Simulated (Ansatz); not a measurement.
# C (Fd-3m) in Ansatz: notebook

The runs below take C through single point, equation of state, with BLYP+D4.

All numbers are computed with Ansatz 0.2.0; they aren't measurements. Logs are shortened: lines on timing, memory, paths and dates and some standing lists are left out, and cuts for length are marked.

**Experimental background.**

“Equation of state of cubic boron nitride at high pressures and temperatures”, 2007, arxiv:cond-mat/0702656 quotes, for a bulk crystal of C: bulk modulus 442 ± 5 GPa.

How close the calculation comes is told below.

## Step 1: Starting point

It takes space group Fd-3m (No. 227, cubic). Conventional cell: a = 3.567 Å, b = 3.567 Å, c = 3.567 Å, α = 90.00°, β = 90.00°, γ = 90.00°. C (site symmetry -43m) is surrounded by 4 C at 1.54 Å.

This isn't the form of C at room conditions, which is graphite.

## Step 2: Single point, BLYP+D4, 5.33 Å³/atom (volume scaled by 0.94)

input.yaml

```yaml
crystal:
  lattice:
    - [0.0, 1.7469644787, 1.7469644787]
    - [1.7469644787, 0.0, 1.7469644787]
    - [1.7469644787, 1.7469644787, 0.0]
  atoms:
    - { symbol: C, position: [0.75, 0.75, 0.75] }
    - { symbol: C, position: [0.5, 0.5, 0.5] }
hamiltonian:
  xc: blyp
  pseudopotentials: { kind: paw }
  dispersion: d4
kpoints:
  mp_grid: { grid: [13, 13, 13] }
scf:
  occupations: { method: fermi_dirac, width: 0.05 }
output:
  forces: true
  stress: true
  eigenvalues: true
```

Potentials or basis: Ansatz PAW.

Run with:

```console
> ansatz run input.yaml --threads 2 --pin off --max-ram 5120MiB --backend cpu --events-out ev --progress --plain --runs-dir out
```

Log:

```text
Warning: RAYON_NUM_THREADS=2 ignored (pool sized by the plan → 2); use --threads N
Engine: ansatz 0.2.0, aarch64-unknown-linux-gnu
Pseudopotentials: kind: paw
Pseudopotential: C, paw, valence charge 4, recommended cutoff 420 eV (normal), C.paw.azcp
Functional definition: BLYP
  parameter beta = 0.0042
  parameter a = 0.04918
  parameter b = 0.132
  parameter c = 0.2533
  parameter d = 0.349
  exchange = b88_x(beta = beta)
  correlation = lyp_c(a = a, b = b, c = c, d = d)
Crystal: 2 atoms, lattice volume = 10.663 Å³
Basis set: ecut = 420 eV, 181 PW (Γ), exchange–correlation on 36×36×36 points (8 copies of the dense FFT grid, shifted against one another)
Bands: 8, of which v1, the nominal top of the filled ones, is band 4 counted from 1 (3 counted from 0)
Symmetry: 48 space group operations
Space group: Fd-3m (ITA 227), of the structure as read, at distance tolerance 2.2e-5 Å
k-points: 84 of 2197
Non-local potential: C, projectors of the file, l = 0: 2, l = 1: 2, l = 2: 1
PAW form: soft (Blöchl's): semilocal exchange-correlation on the pseudo side does not see the compensation charge
PAW frozen core: C, regenerated for the run's functional, and the local potential with it (the file was generated under x = pbe(κ = 0.804, μ = 0.2195149727645171), c = pbe(β = 0.06672455060314922))
PAW one-centre angular grid: C, 110 points (default); XC on 64 Gauss nodes
Initial density: superposition of atomic densities (neutral atoms: chi_scale 0, normalization atom), corrected by the library's trained network
Initial wavefunctions: pseudopotential atomic-orbital guess
Functional: x = b88, c = lyp
SCF iter   1: F=—  HF=-503.759391 eV  |F-HF|=—  |Δ(HF+E_count)|=         —  Δρ=1.62e-2  dr2=1.85e-2  ethr=1.77e-3  ⟨swp⟩=4.6  Hψ=4357  notcnv=0
preconditioner: auto → none  [insulator: Δε(μ)=4.711 eV  Ē_g=20.556 eV  σ=0.050 eV  W_gap=1.00  n_scr=0 (ndim 8)  ℏωp=32.2 eV  f_vac=0.000  D(μ)=0.00/eV (n_scr^D=0)  ε∞_Penn≈3.4]
SCF iter   2: F=—  HF=-503.751763 eV  |F-HF|=—  |Δ(HF+E_count)|=   7.63e-3  Δρ=5.71e-3  dr2=2.25e-3  ethr=2.31e-4  ⟨swp⟩=2.0  Hψ=1675  notcnv=0
SCF iter   3: F=—  HF=-503.750753 eV  |F-HF|=—  |Δ(HF+E_count)|=   1.01e-3  Δρ=1.97e-4  dr2=9.12e-7  ethr=2.81e-5  ⟨swp⟩=2.3  Hψ=1322  notcnv=0
SCF iter   4: F=—  HF=-503.750755 eV  |F-HF|=—  |Δ(HF+E_count)|=   2.08e-6  Δρ=3.66e-5  dr2=1.93e-8  ethr=1.14e-8  ⟨swp⟩=2.1  Hψ=999  notcnv=0
iter 5 did not close the SCF: its close was put off for the readings that it lacked (scf_convergence_deferred on its scf_iter line)
SCF iter   5: F=-503.750755 eV  HF=-503.750755 eV  |F-HF|=3.84e-10  |Δ(HF+E_count)|=   9.24e-8  Δρ=2.20e-6  dr2=7.44e-11  ethr=2.42e-10  ⟨swp⟩=2.0  Hψ=1008  notcnv=0
SCF iter   6: F=-503.750755 eV  HF=-503.750755 eV  |F-HF|=3.41e-13  |Δ(HF+E_count)|=  4.14e-10  Δρ=5.69e-8  dr2=6.92e-14  ethr=1.00e-12  ⟨swp⟩=1.1  Hψ=2100  notcnv=0
SCF 1 converged in 6 iterations: F = -503.750755 eV  dr2 = 6.92e-14
SCF converged after 6 iterations
Free energy (F): -503.750755 eV
Harris-Foulkes:  -503.750755 eV  (|F-HF|=3.41e-13)
Internal energy: -503.750755 eV  (E = F + TS)
E sigma→0 (E₀):  -503.750755 eV
Fermi energy:    17.030433 eV
--- Per-component energies (eV) ---
  E_band       = 44.291421
  E_kinetic    = 190.561876
  E_local      = -121.934436  (includes V_loc(G=0)·N_el)
  E_nonlocal   = 56.000608
  E_hartree    = 27.032487
  E_xc         = -96.526706
  E_vxc        = -119.670848  (∫ρ·V_xc dr)
  E_paw        = -202.796973  (= ΣΔE_a)
  E_vpaw       = -14.730768  (= ΣTr[D̂ρ^β])
  E_aug_tail   = 0.000014  (compensation charges beyond the density's cutoff)
  E_ewald      = -355.212636
  E_disp       = -0.878300  (pairwise vdW)
  E_core_change = 0.003309  (= ΣΔE_core)
  E_smearing   = -0.000000  (= −TS)
  E_closure    = 0.000000  (closes the sum)
  Σ components = -503.750755   (vs F -503.750755, Δ=0.00e0)
--- Forces (eV/Å), atoms counted from 1 ---
  atom   1  C     -0.00000000     0.00000000     0.00000000
  atom   2  C     -0.00000000     0.00000000    -0.00000000
  max |Σ_I F_I| component: 1.85e-16 eV/Å
--- Stress (GPa, compression-positive) ---
       29.996221       0.000000       0.000000
        0.000000      29.996221      -0.000000
        0.000000       0.000000      29.996221
  P = ⅓ Tr σ = 29.9962 GPa (299.962 kbar)
--- Band table (eV; the first three rows and the last of 84) ---
  k-point 0: bands = ["-7.2951", "14.7462", "14.7462", "14.7462", "20.6611", "20.6611", "20.6611", "29.5803"]
  k-point 1: bands = ["-7.1257", "13.6628", "14.4568", "14.4568", "21.0401", "21.0401", "21.3323", "29.6797"]
  k-point 2: bands = ["-6.6189", "11.3445", "13.8037", "13.8037", "21.9034", "21.9034", "22.4891", "29.9666"]
  k-point 83: bands = ["1.7455", "3.2357", "5.7679", "6.7768", "25.4789", "25.6326", "27.7381", "28.9823"]
```

Wall time 0.96 s (2 threads of Arm Neoverse V2, shared host); peak memory 0.24 GiB.

What came out:

```
Free energy            : -503.7508 eV
Pressure               : 30.0 GPa
Band gap on the k mesh : 4.62 eV, indirect (least direct gap 5.91 eV)
```

Caveat: odd divisions of the mesh miss points on the zone boundary, where band edges often lie, so the gap on the mesh can be too wide; the pressure holds a Pulay correction of +1.2 GPa for the finite cutoff; the PAW data sets come from PBE, with cores solved anew for the run's functional, which leaves a small shift of forces and pressure.

## Step 3: Single point, BLYP+D4, 5.44 Å³/atom (volume scaled by 0.96)

Edit input.yaml of step 2 so:

```diff
@@ -2,5 +2,5 @@
   lattice:
-    - [0.0, 1.7469644787, 1.7469644787]
-    - [1.7469644787, 0.0, 1.7469644787]
-    - [1.7469644787, 1.7469644787, 0.0]
+    - [0.0, 1.7592674508, 1.7592674508]
+    - [1.7592674508, 0.0, 1.7592674508]
+    - [1.7592674508, 1.7592674508, 0.0]
   atoms:
```

Potentials or basis: Ansatz PAW.

Run with:

```console
> ansatz run input.yaml --threads 2 --pin off --max-ram 5120MiB --backend cpu --events-out ev --progress --plain --runs-dir out
```

It took 0.94 s on 2 threads of Arm Neoverse V2, shared host; peak memory 0.24 GiB.

The run converged. Its results:

```
Free energy            : -503.7855 eV
Pressure               : 19.2 GPa
Band gap on the k mesh : 4.57 eV, indirect (least direct gap 5.85 eV)
```

Caveat: odd divisions of the mesh miss points on the zone boundary, where band edges often lie, so the gap on the mesh can be too wide; the pressure holds a Pulay correction of +1.2 GPa for the finite cutoff; the PAW data sets come from PBE, with cores solved anew for the run's functional, which leaves a small shift of forces and pressure.

## Step 4: Single point, BLYP+D4, 5.56 Å³/atom (volume scaled by 0.98)

Edit input.yaml of step 3 so:

```diff
@@ -2,5 +2,5 @@
   lattice:
-    - [0.0, 1.7592674508, 1.7592674508]
-    - [1.7592674508, 0.0, 1.7592674508]
-    - [1.7592674508, 1.7592674508, 0.0]
+    - [0.0, 1.7714007132, 1.7714007132]
+    - [1.7714007132, 0.0, 1.7714007132]
+    - [1.7714007132, 1.7714007132, 0.0]
   atoms:
```

Run with:

```console
> ansatz run input.yaml --threads 2 --pin off --max-ram 5120MiB --backend cpu --events-out ev --progress --plain --runs-dir out
```

Wall time 0.93 s (2 threads of Arm Neoverse V2, shared host); peak memory 0.24 GiB.

The run converged. Its results:

```
Free energy            : -503.8055 eV
Pressure               : 9.3 GPa
Band gap on the k mesh : 4.52 eV, indirect (least direct gap 5.79 eV)
```

Caveat: odd divisions of the mesh miss points on the zone boundary, where band edges often lie, so the gap on the mesh can be too wide; the pressure holds a Pulay correction of +1.2 GPa for the finite cutoff; the PAW data sets come from PBE, with cores solved anew for the run's functional, which leaves a small shift of forces and pressure.

## Step 5: Single point, BLYP+D4, 5.67 Å³/atom

Edit input.yaml of step 4 so:

```diff
@@ -2,5 +2,5 @@
   lattice:
-    - [0.0, 1.7714007132, 1.7714007132]
-    - [1.7714007132, 0.0, 1.7714007132]
-    - [1.7714007132, 1.7714007132, 0.0]
+    - [0.0, 1.78337, 1.78337]
+    - [1.78337, 0.0, 1.78337]
+    - [1.78337, 1.78337, 0.0]
   atoms:
```

Run with:

```console
> ansatz run input.yaml --threads 2 --pin off --max-ram 5120MiB --backend cpu --events-out ev --progress --plain --runs-dir out
```

It took 0.9 s on 2 threads of Arm Neoverse V2, shared host; peak memory 0.24 GiB.

The run converged. Its results:

```yaml
Free_energy: -503.8124 eV
Pressure: 0.4 GPa
Band_gap_on_the_k_mesh: 4.47 eV, indirect (least direct gap 5.73 eV)
```

Caveat: odd divisions of the mesh miss points on the zone boundary, where band edges often lie, so the gap on the mesh can be too wide; the pressure holds a Pulay correction of +1.2 GPa for the finite cutoff; the PAW data sets come from PBE, with cores solved anew for the run's functional, which leaves a small shift of forces and pressure.

## Step 6: Single point, BLYP+D4, 5.79 Å³/atom (volume scaled by 1.02)

Edit input.yaml of step 5 so:

```diff
@@ -2,5 +2,5 @@
   lattice:
-    - [0.0, 1.78337, 1.78337]
-    - [1.78337, 0.0, 1.78337]
-    - [1.78337, 1.78337, 0.0]
+    - [0.0, 1.7951807415, 1.7951807415]
+    - [1.7951807415, 0.0, 1.7951807415]
+    - [1.7951807415, 1.7951807415, 0.0]
   atoms:
@@ -20 +20,5 @@
   eigenvalues: true
+  write_density: true
+  write_potential: true
+  elf: true
+  volumetric_format: npy
```

Potentials or basis: Ansatz PAW.

Run with:

```console
> ansatz run input.yaml --threads 2 --pin off --max-ram 5120MiB --backend cpu --events-out ev --progress --plain --runs-dir out
```

Run time: 0.98 s. Hardware: 2 threads of Arm Neoverse V2, shared host; peak memory 0.25 GiB.

It converged, with:

- Free energy: -503.8070 eV
- Pressure: -7.8 GPa
- Band gap on the k mesh: 4.42 eV, indirect (least direct gap 5.67 eV)

Caveat: odd divisions of the mesh miss points on the zone boundary, where band edges often lie, so the gap on the mesh can be too wide; the pressure holds a Pulay correction of +1.2 GPa for the finite cutoff; the PAW data sets come from PBE, with cores solved anew for the run's functional, which leaves a small shift of forces and pressure.

## Step 7: Single point, BLYP+D4, 5.90 Å³/atom (volume scaled by 1.04)

input.yaml

```yaml
crystal:
  lattice:
    - [0.0, 1.806838086, 1.806838086]
    - [1.806838086, 0.0, 1.806838086]
    - [1.806838086, 1.806838086, 0.0]
  atoms:
    - { symbol: C, position: [0.75, 0.75, 0.75] }
    - { symbol: C, position: [0.5, 0.5, 0.5] }
hamiltonian:
  xc: blyp
  pseudopotentials: { kind: paw }
  dispersion: d4
kpoints:
  mp_grid: { grid: [13, 13, 13] }
scf:
  occupations: { method: fermi_dirac, width: 0.05 }
output:
  forces: true
  stress: true
  eigenvalues: true
```

Run with:

```console
> ansatz run input.yaml --threads 2 --pin off --max-ram 5120MiB --backend cpu --events-out ev --progress --plain --runs-dir out
```

Run time: 0.86 s. Hardware: 2 threads of Arm Neoverse V2, shared host; peak memory 0.24 GiB.

It converged, with:

```yaml
Free_energy: -503.7906 eV
Pressure: -15.2 GPa
Band_gap_on_the_k_mesh: 4.37 eV, indirect (least direct gap 5.62 eV)
```

Caveat: odd divisions of the mesh miss points on the zone boundary, where band edges often lie, so the gap on the mesh can be too wide; the pressure holds a Pulay correction of +1.2 GPa for the finite cutoff; the PAW data sets come from PBE, with cores solved anew for the run's functional, which leaves a small shift of forces and pressure.

## Step 8: Single point, BLYP+D4, 6.01 Å³/atom (volume scaled by 1.06)

Edit input.yaml of step 7 so:

```diff
@@ -2,5 +2,5 @@
   lattice:
-    - [0.0, 1.806838086, 1.806838086]
-    - [1.806838086, 0.0, 1.806838086]
-    - [1.806838086, 1.806838086, 0.0]
+    - [0.0, 1.8183469191, 1.8183469191]
+    - [1.8183469191, 0.0, 1.8183469191]
+    - [1.8183469191, 1.8183469191, 0.0]
   atoms:
```

Run with:

```console
> ansatz run input.yaml --threads 2 --pin off --max-ram 5120MiB --backend cpu --events-out ev --progress --plain --runs-dir out
```

Wall time 0.86 s (2 threads of Arm Neoverse V2, shared host); peak memory 0.24 GiB.

Results (log left out):

```
Free energy            : -503.7642 eV
Pressure               : -22.0 GPa
Band gap on the k mesh : 4.33 eV, indirect (least direct gap 5.57 eV)
```

Caveat: odd divisions of the mesh miss points on the zone boundary, where band edges often lie, so the gap on the mesh can be too wide; the pressure holds a Pulay correction of +1.2 GPa for the finite cutoff; the PAW data sets come from PBE, with cores solved anew for the run's functional, which leaves a small shift of forces and pressure.

## Step 9: Equation of state, BLYP+D4

Potentials or basis: Ansatz PAW.

This step only gathers the single runs of the series.

Results:

* Equilibrium volume: 5.68 Å³/atom
* Bulk modulus: 426 GPa
* Pressure derivative of the bulk modulus: 3.7

Energy against volume, from the lowest point:
```
volume (Å³/atom)  energy (meV/atom)
           5.332              30.81
           5.445              13.44
           5.558               3.42
           5.672               0.00
           5.785               2.69
           5.899              10.87
           6.012              24.10
```

Caveat: the potentials were made for another functional, which shifts forces and pressure.

## Step 10: Against experiment

Step 9. Measured bulk modulus of C: 442 GPa (quoted in “Equation of state of cubic boron nitride at high pressures and temperatures”, 2007, arxiv:cond-mat/0702656). This calculation gives 426 GPa (-3.5 %). 3 values of this kind are on record (442 to 444.8 GPa); this one was drawn at random among those near their median, those with a stated uncertainty first. The fit is for a static lattice scaled at fixed shape and fixed fractional positions. The cell as given is a measured one (5.67 Å³/atom); BLYP+D4 puts the equilibrium volume +0.1 % from it, thermal expansion not counted.
